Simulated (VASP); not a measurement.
# BN (P6_3/mmc) in VASP: further runs

One crystal, BN, is run at these levels: PBE+D3(BJ); tasks: relaxation of cell and atoms.

Everything below comes from runs of VASP 6.6.1. Logs are shortened: lines on timing, memory, paths and dates and some standing lists are left out, and cuts for length are marked.

## Step 1: The crystal as given

The structure is hexagonal, space group P6_3/mmc (No. 194). Conventional cell: a = 2.498 Å, b = 2.498 Å, c = 6.636 Å, α = 90.00°, β = 90.00°, γ = 120.00°. B (site symmetry -6m2) is surrounded by 3 N at 1.44 Å. N (site symmetry -6m2) is surrounded by 3 B at 1.44 Å.

## Step 2: Relaxation of cell and atoms, PBE+D3(BJ)

Input file INCAR:

```
PREC = Accurate
ENCUT = 520
EDIFF = 1E-7
ISMEAR = 0
SIGMA = 0.02
LREAL = F
LASPH = T
NELM = 100
ALGO = Fast
ISIF = 3
LWAVE = F
LCHARG = F
GGA = PE
IVDW = 12
IBRION = 2
NSW = 80
EDIFFG = -0.002
KPAR = 4
```

Input file KPOINTS:

```
regular mesh
0
Gamma
  15 15 6
```

Input file POSCAR:

```
BN
1.0
    2.4982400000      0.0000000000      0.0000000000
   -1.2491200000      2.1635393000      0.0000000000
    0.0000000000      0.0000000000      6.6357000000
B N
2 2
Direct
    0.3333333300      0.6666666700      0.2500000000
    0.6666666700      0.3333333300      0.7500000000
    0.3333333300      0.6666666700      0.7500000000
    0.6666666700      0.3333333300      0.2500000000
```

Potentials or basis: VASP PAW PBE potentials, release 64 (B, N).

Launch:

```console
cat potpaw_PBE.64/B/POTCAR potpaw_PBE.64/N/POTCAR > POTCAR
mpirun -np 4 vasp_std > vasp.out
```

OUTCAR:

```text
PREC = Accurate
   ENCUT = 520
   EDIFF = 1E-7
   ISMEAR = 0
   LREAL = F
   LASPH = T
   NELM = 100
   ISIF = 3
   GGA = PE
   IVDW = 12
   IBRION = 2
   NSW = 80
   EDIFFG = -0.002
 IVDW          = 12

 ion  position               nearest neighbor table
   1  0.333  0.667  0.250-   4 1.44   4 1.44   4 1.44
   2  0.667  0.333  0.750-   3 1.44   3 1.44   3 1.44
   3  0.333  0.667  0.750-   2 1.44   2 1.44   2 1.44
   4  0.667  0.333  0.250-   1 1.44   1 1.44   1 1.44

  LATTYP: Found a hexagonal cell.
 ALAT       =     2.4982400000
 C/A-ratio  =     2.6561499296

  Lattice vectors:

 A1 = (   2.4982400000,   0.0000000000,   0.0000000000)
 A2 = (  -1.2491200000,   2.1635393000,   0.0000000000)
 A3 = (   0.0000000000,   0.0000000000,   6.6357000000)

Analysis of symmetry for initial positions (statically):
=====================================================================
 Subroutine PRICEL returns:
 Original cell was already a primitive cell.

 Routine SETGRP: Setting up the symmetry group for a
 hexagonal supercell.

 Subroutine GETGRP returns: Found 24 space group operations
 (whereof 12 operations were pure point group operations)
 out of a pool of 24 trial point group operations.

The static configuration has the point symmetry D_3d.
 The point group associated with its full space group is D_6h.

Analysis of symmetry for dynamics (positions and initial velocities):
=====================================================================
 Subroutine PRICEL returns:
 Original cell was already a primitive cell.

 Routine SETGRP: Setting up the symmetry group for a
 hexagonal supercell.

 Subroutine GETGRP returns: Found 24 space group operations
 (whereof 12 operations were pure point group operations)
 out of a pool of 24 trial point group operations.

The dynamic configuration has the point symmetry D_3d.
 The point group associated with its full space group is D_6h.

 Subroutine INISYM returns: Found 24 space group operations
 (whereof 12 operations are pure point group operations),
 and found     1 'primitive' translations

----------------------------------------------------------------------------------------

                                     Primitive cell

  volume of cell :      35.8662

  direct lattice vectors                    reciprocal lattice vectors
     2.498240000  0.000000000  0.000000000     0.400281798  0.231102805  0.000000000
    -1.249120000  2.163539300  0.000000000     0.000000000  0.462205609  0.000000000
     0.000000000  0.000000000  6.635700000     0.000000000  0.000000000  0.150700002

  length of vectors
     2.498240000  2.498239996  6.635700000     0.462205608  0.462205609  0.150700002

  position of ions in fractional coordinates (direct lattice)
     0.333333330  0.666666670  0.250000000
     0.666666670  0.333333330  0.750000000
     0.333333330  0.666666670  0.750000000
     0.666666670  0.333333330  0.250000000

  ion indices of the primitive-cell ions
   primitive index   ion index
                 1           1
                 2           2
                 3           3
                 4           4

----------------------------------------------------------------------------------------

 KPOINTS: regular mesh

Automatic generation of k-mesh.
 Grid dimensions read from file:
 generate k-points for:   15   15    6

 Generating k-lattice:

  Cartesian coordinates                     Fractional coordinates (reciprocal lattice)
     0.026685453  0.015406854  0.000000000     0.066666667 -0.000000000  0.000000000
     0.000000000  0.030813707  0.000000000     0.000000000  0.066666667  0.000000000
     0.000000000  0.000000000  0.025116667     0.000000000  0.000000000  0.166666667

  Length of vectors
     0.030813707  0.030813707  0.025116667

  Shift w.r.t. Gamma in fractional coordinates (k-lattice)
     0.000000000  0.000000000  0.000000000

 Subroutine IBZKPT returns following result:
 ===========================================

 Found    108 irreducible k-points:

 Following reciprocal coordinates:
            Coordinates               Weight
  0.000000  0.000000  0.000000      1.000000
  0.066667  0.000000  0.000000      6.000000
  0.133333 -0.000000  0.000000      6.000000
  0.200000 -0.000000  0.000000      6.000000
  0.266667 -0.000000  0.000000      6.000000
  0.333333  0.000000  0.000000      6.000000
[... 16 lines left out ...]
  0.333333  0.200000  0.000000     12.000000
  0.400000  0.200000  0.000000      6.000000
 [... further k-points ...]
   k-points           NKPTS =    108   k-points in BZ     NKDIM =    108   number of bands    NBANDS=     12
   number of dos      NEDOS =    301   number of ions     NIONS =      4
   total plane-waves  NPLWV =  20000
   dimension x,y,z NGX =    20 NGY =   20 NGZ =   50
   dimension x,y,z NGXF=    40 NGYF=   40 NGZF=  100
   ions per type =               2   2
   NGX,Y,Z   is equivalent  to a cutoff of  13.31, 13.31, 12.53 a.u.
   NGXF,Y,Z  is equivalent  to a cutoff of  26.62, 26.62, 25.05 a.u.
 SYSTEM =  unknown system
   PREC   = accura    normal or accurate (medium, high low for compatibility)
   ISTART =      0    job   : 0-new  1-cont  2-samecut
   ICHARG =      2    charge: 1-file 2-atom 10-const
   ISPIN  =      1    spin polarized calculation?
   LNONCOLLINEAR =      F non collinear calculations
   LSORBIT =      F    spin-orbit coupling
   LASPH  =      T    aspherical Exc in radial PAW
   ENCUT  =  520.0 eV  38.22 Ry    6.18 a.u.   4.65  4.65 12.34*2*pi/ulx,y,z
   NELM   =    100;   NELMIN=  2; NELMDL= -5     # of ELM steps
   EDIFF  = 0.1E-06   stopping-criterion for ELM
   LREAL  =      F    real-space projection
   EDIFFG = -.2E-02   stopping-criterion for IOM
   NSW    =     80    number of steps for IOM
   IBRION =      2    ionic relax: 0-MD 1-quasi-New 2-CG
   NFREE  =      1    steps in history (QN), initial steepest desc. (CG)
   ISIF   =      3    stress and relaxation
   ISYM   =      2    0-nonsym 1-usesym 2-fastsym
   POTIM  = 0.5000    time-step for ionic-motion
   TEBEG  =    0.0;   TEEND  =   0.0 temperature during run
   PSTRESS=    0.0 pullay stress
   NELECT =      16.0000    total number of electrons
   NUPDOWN=      -1.0000    fix difference up-down
   EMIN   =  10.00;   EMAX   =-10.00  energy-range for DOS
   EFERMI =   0.00;   METHOD = LEGACY
   ISMEAR =     0;   SIGMA  =   0.02  broadening in eV -4-tet -1-fermi 0-gaus
   EFERMI_NEDOS =   21; number of points for ismear=-14 and -15
   IALGO  =     68    algorithm
   IMIX   =      4    mixing-type and parameters
     AMIX     =   0.40;   BMIX     =  1.00
     AMIX_MAG =   1.60;   BMIX_MAG =  1.00
  volume/ion in A,a.u.               =       8.97        60.51
  Fermi-wavevector in a.u.,A,eV,Ry     =   1.250891  2.363842 21.289433  1.564729
  Thomas-Fermi vector in A             =   2.384864
   LORBIT       =      0    0 simple, 1 ext, 2 COOP (PROOUT), +10 PAW based schemes
   GGA     = PE    functional components
   LHFCALC =     F    Hartree Fock is set to
   AEXX    =    0.0000 exact exchange contribution
   IVDW    =    12    specifies the selected vdW correction
   LEPSILON=     F    determine dielectric tensor
   LRPA    =     F    only Hartree local field effects (RPA)
 conjugate gradient relaxation of ions
 non-spin polarized calculation
 RMM-DIIS sequential band-by-band and
 Gauss-broadening in eV      SIGMA  =   0.02
  energy-cutoff  :      520.00
  volume of cell :       35.87
 maximum number of plane-waves:       985
 NGX is ok and might be reduce to    20
   NGX =  9   NGY =  9   NGZ = 25

--------------------------------------- Ionic step        1  -------------------------------------------

 number of electron      15.9999997 magnetization

 Free energy of the ion-electron system (eV)
  ---------------------------------------------------
  ext. energy  EPLUGINS =         0.00000000
  ---------------------------------------------------
  free energy    TOTEN  =       -35.14691841 eV

  energy without entropy =      -35.14691841  energy(sigma->0) =      -35.14691841

------------------------ aborting loop because EDIFF is reached ----------------------------------------

 Edisp (eV)   -0.56768

 E8    (eV) :    -0.1663

  FORCE on cell =-STRESS in cart. coord.  units (eV):
  Direction    XX          YY          ZZ          XY          YZ          ZX
  --------------------------------------------------------------------------------------
  -------------------------------------------------------------------------------------
  Total       0.83973     0.83973    -0.05715     0.00000     0.00000     0.00000
  in kB      37.51146    37.51146    -2.55305     0.00000     0.00000     0.00000
  external pressure =       24.16 kB  Pullay stress =        0.00 kB
[... 103 lines left out ...]
  FREE ENERGIE OF THE ION-ELECTRON SYSTEM (eV)
  ---------------------------------------------------
  free  energy   TOTEN  =       -35.7174837459 eV

  energy  without entropy=      -35.7174837459  energy(sigma->0) =      -35.71748375

[... ionic steps 4 to 10 ...]

--------------------------------------- Ionic step       11  -------------------------------------------

 number of electron      15.9999997 magnetization

------------------------ aborting loop because EDIFF is reached ----------------------------------------

 Edisp (eV)   -0.56908

 E8    (eV) :    -0.1668
[... 73 lines left out ...]
  energy  without entropy=      -35.7176438809  energy(sigma->0) =      -35.71764388

--------------------------------------- Ionic step       13  -------------------------------------------

 number of electron      15.9999997 magnetization

 Free energy of the ion-electron system (eV)
  ---------------------------------------------------
  ext. energy  EPLUGINS =         0.00000000
  ---------------------------------------------------
  free energy    TOTEN  =       -35.14864060 eV

  energy without entropy =      -35.14864060  energy(sigma->0) =      -35.14864060

 E-fermi :   2.5280     XC(G=0): -10.1178

 val. band max:        2.3609379153   @ k =   0.3333   0.2667   0.0000
 cond. band min:       6.6300014575   @ k =   0.4667   0.0667   0.0000
 fundamental gap:      4.2690635422
 Fermi energy:         2.5280478833

 k-point     1 :       0.0000    0.0000    0.0000
  band No.  band energies     occupation
      1     -15.4619      2.00000
      2     -15.1481      2.00000
      3      -3.9080      2.00000
      4      -1.6934      2.00000
      5       0.9909      2.00000
      6       0.9909      2.00000
      7       1.0316      2.00000
      8       1.0316      2.00000
      9       7.6394      0.00000
     10      12.7274      0.00000
     11      13.8422      0.00000
     12      13.8422      0.00000
[... 331 lines left out ...]
 k-point    24 :       0.4000    0.2000    0.0000
  band No.  band energies     occupation
      1     -11.9254      2.00000
      2     -11.8654      2.00000
      3      -6.1210      2.00000
      4      -6.0295      2.00000
      5      -3.6096      2.00000
      6      -3.5276      2.00000
      7       1.4773      2.00000
      8       2.2571      2.00000
      9       6.9045      0.00000
     10       7.7210      0.00000
     11      14.0651      0.00000
     12      14.3463      0.00000

 [... further k-points ...]

------------------------ aborting loop because EDIFF is reached ----------------------------------------

 Edisp (eV)   -0.56903

 E8    (eV) :    -0.1668

  FORCE on cell =-STRESS in cart. coord.  units (eV):
  Direction    XX          YY          ZZ          XY          YZ          ZX
  --------------------------------------------------------------------------------------
  -------------------------------------------------------------------------------------
  Total       0.00061     0.00061    -0.00066     0.00000    -0.00000     0.00000
  in kB       0.02738     0.02738    -0.02949     0.00000    -0.00000     0.00000
  external pressure =        0.01 kB  Pullay stress =        0.00 kB
[... 19 lines left out ...]
  FREE ENERGIE OF THE ION-ELECTRON SYSTEM (eV)
  ---------------------------------------------------
  free  energy   TOTEN  =       -35.7176726844 eV

  energy  without entropy=      -35.7176726844  energy(sigma->0) =      -35.71767268

 reached required accuracy - stopping structural energy minimisation
```

It took 41 s on 4 MPI ranks of Intel Xeon 6975P-C (Granite Rapids), shared host; peak memory 0.18 GiB.

Results:

```yaml
Free_energy: -35.7177 eV
Relaxed_volume: 8.96 Å³/atom
Relaxed_cell: a = 2.507 Å, b = 2.507 Å, c = 6.586 Å, α = 90.00°, β = 90.00°, γ = 120.00°
Space_group_after_relaxing_to_0.05_Å: P6_3/mmc (No. 194)
Energy_gained_by_relaxing: 0.8 meV/atom
Ionic_steps: 13
Pressure_after_relaxing: 0.0 GPa
Band_gap_on_the_k_mesh: 4.27 eV, indirect (least direct gap 4.63 eV)
Dispersion_energy_per_atom: -0.142 eV
```

Step by step:
```csv
step,energy change (eV),largest force (eV/Å),pressure (GPa),volume (Å³)
1,0.0000,0.0000,2.42,35.87
2,0.0077,0.0000,-4.69,36.57
3,-0.0029,0.0000,-0.09,36.11
4,-0.0029,0.0000,-0.04,36.10
5,-0.0029,0.0000,-0.04,36.08
6,-0.0030,0.0000,-0.02,36.03
7,-0.0031,0.0000,0.01,35.92
8,-0.0030,0.0000,0.07,35.70
9,-0.0031,0.0000,0.03,35.83
10,-0.0031,0.0000,0.03,35.84
11,-0.0031,0.0000,0.02,35.84
12,-0.0030,0.0000,-0.25,35.86
13,-0.0031,0.0000,0.00,35.84
```

Final structure:
```
B N
1.0
     2.50681    0.00000    0.00000
    -1.25341    2.17096    0.00000
     0.00000    0.00000    6.58552
B N
2 2
Direct
  0.33333 0.66667 0.25000
  0.66667 0.33333 0.75000
  0.33333 0.66667 0.75000
  0.66667 0.33333 0.25000
```

Levels at points of the mesh, in eV from the valence-band top:
```tsv
k point	band 5	band 6	band 7	band 8	band 9	band 10	band 11	band 12
(0.00, 0.00, 0.00)	-1.37	-1.37	-1.33	-1.33	5.28	10.37	11.48	11.48
(0.00, 0.00, 0.50)	-1.35	-1.35	-1.35	-1.35	7.69	7.69	11.55	11.55
```

Caveat: an odd mesh through Γ misses points on the zone boundary, where band edges often lie.

(Part 1 of 2 ends here.)
